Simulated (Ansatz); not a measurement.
**Calculated with Ansatz: BeTe, vacancy hop by nudged elastic band**

Run with:

```bash
ansatz run input.yaml --threads 4 --pin off --max-ram 8192MiB --backend cpu --events-out ev --progress --plain --runs-dir out
```

The input file (Ansatz 0.2.0, plane waves):

```yaml
crystal:
  lattice:
    - [0.0, 5.581042, 5.581042]
    - [5.581042, 0.0, 5.581042]
    - [5.581042, 5.581042, 0.0]
  atoms:
    - { symbol: Be, position: [0.00418335, -0.00073693, -0.00307748] }
    - { symbol: Te, position: [0.11988446, 0.12854741, 0.1256462] }
    - { symbol: Te, position: [0.12996178, 0.12094646, 0.62275189] }
    - { symbol: Be, position: [-0.00271167, 0.49999596, 0.00416361] }
    - { symbol: Te, position: [0.12965995, 0.62330031, 0.12699855] }
    - { symbol: Be, position: [-0.00388907, 0.49884244, 0.50269997] }
    - { symbol: Te, position: [0.12635482, 0.6287903, 0.62292757] }
    - { symbol: Be, position: [0.50473905, -0.0045608, 0.00267391] }
    - { symbol: Te, position: [0.62412456, 0.12682575, 0.12409799] }
    - { symbol: Be, position: [0.50343083, -0.00319603, 0.5017366] }
    - { symbol: Te, position: [0.62717984, 0.12273893, 0.6199485] }
    - { symbol: Be, position: [0.50374032, 0.4977531, -0.00312068] }
    - { symbol: Te, position: [0.62955095, 0.6221001, 0.12488466] }
    - { symbol: Be, position: [0.4975833, 0.50129046, 0.49957911] }
    - { symbol: Te, position: [0.62279976, 0.63131725, 0.62445734] }
kpoints:
  mp_grid: { grid: [2, 2, 2] }
magnetization:
  spin_polarized: false
scf:
  occupations: { method: cold, width: 0.15 }
hamiltonian:
  pseudopotentials: { kind: paw }
  xc: pbe
basis:
  ecutwfc: 420
neb:
  images: 5
  relax_end_points: true
  climbing: true
  f_tol: 0.1
  max_iterations: 40
  order_check: false
  final_atoms:
    - { symbol: Be, position: [0.00418335, -0.00073693, -0.00307748] }
    - { symbol: Te, position: [0.11988446, 0.12854741, 0.1256462] }
    - { symbol: Te, position: [0.12996178, 0.12094646, 0.62275189] }
    - { symbol: Be, position: [-0.00271167, 0.49999596, 0.00416361] }
    - { symbol: Te, position: [0.12965995, 0.62330031, 0.12699855] }
    - { symbol: Be, position: [-0.00176831, 0.0057155, 0.49753579] }
    - { symbol: Te, position: [0.12635482, 0.6287903, 0.62292757] }
    - { symbol: Be, position: [0.50473905, -0.0045608, 0.00267391] }
    - { symbol: Te, position: [0.62412456, 0.12682575, 0.12409799] }
    - { symbol: Be, position: [0.50343083, -0.00319603, 0.5017366] }
    - { symbol: Te, position: [0.62717984, 0.12273893, 0.6199485] }
    - { symbol: Be, position: [0.50374032, 0.4977531, -0.00312068] }
    - { symbol: Te, position: [0.62955095, 0.6221001, 0.12488466] }
    - { symbol: Be, position: [0.4975833, 0.50129046, 0.49957911] }
    - { symbol: Te, position: [0.62279976, 0.63131725, 0.62445734] }
```

Origin of the cell: a database entry, scaled a little.

The cell is 2×2×2 cells of BeTe with one Be taken out; atom 6 (Be) hops into the empty site, 3.90 Å away before the end points are relaxed. All atoms were shaken by about 0.02 Å first.

Output (shortened):

```
Warning: neb: disabling space-group detection — the band's intermediate images generally break the endpoint symmetry, so no spatial operation reduces the k-mesh or symmetrises the density, ex […]
Pseudopotentials: kind: paw
Pseudopotential: Be, paw, valence charge 2, recommended cutoff 420 eV (normal), Be.paw.azcp
Pseudopotential: Te, paw, valence charge 16, recommended cutoff 420 eV (normal), Te.paw.azcp
Functional definition: PBE
  exchange = pbe_x(kappa = kappa, mu = beta*pi^2/3)
  correlation = pbe_c(beta = beta)
parallel-image band execution: 4 concurrent image workers
NEB image 0
Crystal: 15 atoms, lattice volume = 347.677 Å³
Basis set: ecut = 420 eV, 6855 PW (Γ), exchange–correlation on 108×108×108 points (8 copies of the dense FFT grid, shifted against one another)
Bands: 86, of which v1, the nominal top of the filled ones, is band 71 counted from 1 (70 counted from 0)
[… 6 lines left out …]
Initial density: superposition of atomic densities (neutral atoms: chi_scale 0, normalization atom), corrected by the library's trained network
Functional: x = pbe(κ = 0.804, μ = 0.219515), c = pbe(β = 0.066725)
SCF iter   1: F=—  HF=-56492.401013 eV  Δρ=1.93e-3  dr2=5.82e-2  defer=8
SCF iter   2: F=—  HF=-56492.393505 eV  S|Δr|=    0.00e0  Δρ=1.34e-3  dr2=3.33e-2  defer=8
SCF iter   3: F=—  HF=-56492.384067 eV  S|Δr|=    0.00e0  Δρ=4.74e-4  dr2=3.90e-3  defer=8
[… 3 lines left out …]
SCF iter   7: F=—  HF=-56492.383312 eV  S|Δr|=    0.00e0  Δρ=1.19e-5  dr2=8.98e-7  defer=8
SCF iter   8: F=—  HF=-56492.383313 eV  S|Δr|=    0.00e0  Δρ=4.20e-6  dr2=1.12e-7  defer=8
SCF iter   9: F=-56492.383313 eV  HF=-56492.383313 eV  S|Δr|=    0.00e0  Δρ=1.30e-6  dr2=8.61e-9
NEB iter   1: max|band force component| = 5.244e1 eV/Å  barrier→ = 15.8873 eV  barrier← = 15.8873 eV  Δτ_max = 0.1964 Å  (70 SCF iters)
NEB iter   2: max|band force component| = 1.888e1 eV/Å  barrier→ = 5.7606 eV  barrier← = 5.7606 eV  Δτ_max = 0.2000 Å  (46 SCF iters)
NEB iter   3: max|band force component| = 9.680e0 eV/Å  barrier→ = 3.4599 eV  barrier← = 3.4598 eV  Δτ_max = 0.2000 Å  (43 SCF iters)
NEB iter   4: max|band force component| = 3.987e0 eV/Å  barrier→ = 2.0811 eV  barrier← = 2.0811 eV  Δτ_max = 0.1088 Å  (40 SCF iters)
NEB iter   5: max|band force component| = 1.695e0 eV/Å  barrier→ = 1.6597 eV  barrier← = 1.6596 eV  Δτ_max = 0.0742 Å  (38 SCF iters)
NEB iter   6: max|band force component| = 5.799e-1 eV/Å  barrier→ = 1.5189 eV  barrier← = 1.5188 eV  Δτ_max = 0.1981 Å  (35 SCF iters)
NEB iter   7: max|band force component| = 2.429e-1 eV/Å  barrier→ = 1.4772 eV  barrier← = 1.4771 eV  CI = image 3  Δτ_max = 0.1991 Å  (41 SCF iters)
NEB iter   8: max|band force component| = 3.016e-1 eV/Å  barrier→ = 1.4531 eV  barrier← = 1.4530 eV  CI = image 3  Δτ_max = 0.0998 Å  (44 SCF iters)
NEB iter   9: max|band force component| = 3.046e-1 eV/Å  barrier→ = 1.3985 eV  barrier← = 1.3984 eV  CI = image 3  Δτ_max = 0.0505 Å  (42 SCF iters)
NEB iter  10: max|band force component| = 2.014e-1 eV/Å  barrier→ = 1.3719 eV  barrier← = 1.3719 eV  CI = image 3  Δτ_max = 0.0504 Å  (39 SCF iters)
NEB iter  11: max|band force component| = 2.240e-1 eV/Å  barrier→ = 1.3491 eV  barrier← = 1.3490 eV  CI = image 3  Δτ_max = 0.1011 Å  (39 SCF iters)
NEB iter  12: max|band force component| = 2.573e-1 eV/Å  barrier→ = 1.2872 eV  barrier← = 1.2871 eV  CI = image 3  Δτ_max = 0.0998 Å  (38 SCF iters)
NEB iter  13: max|band force component| = 3.193e-1 eV/Å  barrier→ = 1.1821 eV  barrier← = 1.1820 eV  CI = image 3  Δτ_max = 0.2000 Å  (42 SCF iters)
NEB iter  14: max|band force component| = 3.843e-1 eV/Å  barrier→ = 1.0244 eV  barrier← = 1.0243 eV  CI = image 3  Δτ_max = 0.2000 Å  (44 SCF iters)
NEB iter  15: max|band force component| = 2.081e0 eV/Å  barrier→ = 0.9030 eV  barrier← = 0.9030 eV  CI = image 2  Δτ_max = 0.1842 Å  (41 SCF iters)
NEB iter  16: max|band force component| = 9.017e-1 eV/Å  barrier→ = 0.9017 eV  barrier← = 0.9016 eV  CI = image 2  Δτ_max = 0.1430 Å  (38 SCF iters)
NEB iter  17: max|band force component| = 2.429e-1 eV/Å  barrier→ = 0.9025 eV  barrier← = 0.9024 eV  CI = image 2  Δτ_max = 0.0430 Å  (41 SCF iters)
NEB iter  18: max|band force component| = 8.788e-2 eV/Å  barrier→ = 0.9027 eV  barrier← = 0.9026 eV  CI = image 2  Δτ_max = 0.0000 Å  (33 SCF iters)
--- NEB band (7 images, 18 band iterations, 754 SCF iterations, 40 more in tests of the images' electronic states and relaxations of end points) ---
  forward barrier  = 0.902703 eV
  backward barrier = 0.902635 eV
  lagrangian_above_aufbau_ev (what the smearing adds, to first order; not taken off the barriers): saddle image +0.000000 eV, end points -0.049146 and -0.049147 eV
  climbing image's point = of an order that was not read
  energies are F+E_penalty+E_count in eV, relative to image 0
  image     s (Å)  Δ vs image 0  max|band force component| (eV/Å)
      0    0.0000      0.000000                                 —
      1    1.2366      0.739293                          1.157e-2
  *   2    2.4732      0.902703                          1.468e-2
      3    3.1847      0.810291                          8.788e-2
      4    3.8964      0.454537                          6.343e-2
      5    4.6086      0.196071                          1.039e-2
      6    5.3214      0.000068                                 —
```

The converged band:

```csv
image,path over all atoms (Å),ΔF (eV),Be x,y,z (Å)
0,0.00,0.000,5.58,2.81,2.80
1,1.24,0.739,4.97,2.60,2.18
2,2.47,0.903,4.24,2.10,1.40
3,3.18,0.810,3.71,2.06,0.94
4,3.90,0.455,3.22,2.23,0.45
5,4.61,0.196,2.90,2.53,0.12
6,5.32,0.000,2.79,2.81,0.01
```

Relaxed start, forces in eV/Å:

```xyz
15
Lattice="0.000 5.581 5.581 5.581 0.000 5.581 5.581 5.581 0.000" Properties=species:S:1:pos:R:3:forces:R:3 pbc="T T T" image=0
Be   -0.004    0.005    0.020    0.000   -0.001   -0.007
Te    1.402    1.412    1.389    0.002   -0.005   -0.003
Te    4.170    4.179    1.388    0.002    0.005    0.006
Be    2.771    0.004    2.792    0.005   -0.001    0.007
Te    4.183    1.398    4.188   -0.002    0.006    0.000
Be    5.577    2.811    2.795    0.002   -0.008   -0.002
Te    6.985    4.178    4.202   -0.003    0.002   -0.006
Be   -0.003    2.781    2.795    0.000    0.006    0.000
Te    1.391    4.193    4.189    0.004   -0.004    0.002
Be    2.803    5.587    2.795   -0.003   -0.002    0.000
Te    4.173    6.993    4.201   -0.005   -0.007   -0.001
Be    2.786    2.795    5.583    0.000    0.001    0.002
Te    4.182    4.190    6.980    0.000    0.004   -0.002
Be    5.578    5.585    5.570    0.000    0.004    0.006
Te    6.972    6.981    6.981   -0.002    0.000   -0.001
```

Highest image (2), forces in eV/Å:

```xyz
15
Lattice="0.000 5.581 5.581 5.581 0.000 5.581 5.581 5.581 0.000" Properties=species:S:1:pos:R:3:forces:R:3 pbc="T T T" image=2
Be    0.023    0.196   -0.137    0.005    0.000   -0.001
Te    1.469    1.263    1.517   -0.004    0.000    0.000
Te    3.832    4.495    1.050    0.003   -0.014    0.005
Be    2.866   -0.078    2.956    0.002    0.005    0.002
Te    4.222    1.663    4.011   -0.004   -0.003   -0.002
Be    4.237    2.096    1.401    0.005    0.015    0.010
Te    7.430    4.127    4.656   -0.003   -0.004   -0.004
Be    0.054    2.682    2.867   -0.003   -0.001   -0.003
Te    1.359    4.261    4.158   -0.004    0.006   -0.006
Be    2.656    5.781    2.844   -0.002   -0.002    0.006
Te    4.300    6.857    4.325   -0.001   -0.002   -0.015
Be    2.759    2.878    5.538    0.008    0.002    0.005
Te    4.245    4.102    7.048    0.002   -0.002    0.002
Be    5.753    5.507    5.694    0.001    0.004    0.003
Te    6.833    7.257    7.027   -0.007   -0.003   -0.002
```

Relaxed end, forces in eV/Å:

```xyz
15
Lattice="0.000 5.581 5.581 5.581 0.000 5.581 5.581 5.581 0.000" Properties=species:S:1:pos:R:3:forces:R:3 pbc="T T T" image=6
Be   -0.020    0.006    0.007    0.013    0.003   -0.003
Te    1.392    1.401    1.403    0.001   -0.013   -0.014
Te    4.196    4.178    1.413   -0.006    0.000   -0.002
Be    2.786    0.004    2.811    0.002    0.000   -0.005
Te    4.192    1.411    4.179    0.009   -0.006    0.009
Be    2.787    2.809    0.007    0.004   -0.005    0.001
Te    6.963    4.178    4.181   -0.003    0.000    0.003
Be   -0.003    2.794    2.801    0.000    0.010   -0.002
Te    1.393    4.192    4.194    0.001    0.000    0.003
Be    2.791    5.585    2.781   -0.008   -0.002    0.013
Te    4.183    6.979    4.195   -0.002   -0.006    0.007
Be    2.787    2.779    5.588   -0.007    0.006    0.001
Te    4.182    4.188    6.984    0.002    0.007   -0.004
Be    5.594    5.582    5.589   -0.008    0.008    0.004
Te    6.963    6.990    6.995    0.000   -0.001   -0.011
```

Barrier of this path: 0.90 eV forwards, 0.90 eV backwards, after 18 band iterations.

Caveats: no spin-orbit coupling, though heavy elements are present; the k mesh is coarse if the cell is a metal; a small cell with a neutral vacancy and no spin, whose shape can make like sites unlike; the cell is held at a rescaled volume, and strain moves barriers; the hop was drawn among near neighbours and need not be the easiest path; few images and a loose tolerance, and neither the top nor the ends were tested for their order.

It ran for 7.8 min on 4 threads of Arm Neoverse V1, on a shared host, peak memory 1.9 GiB, from the program's own first density.
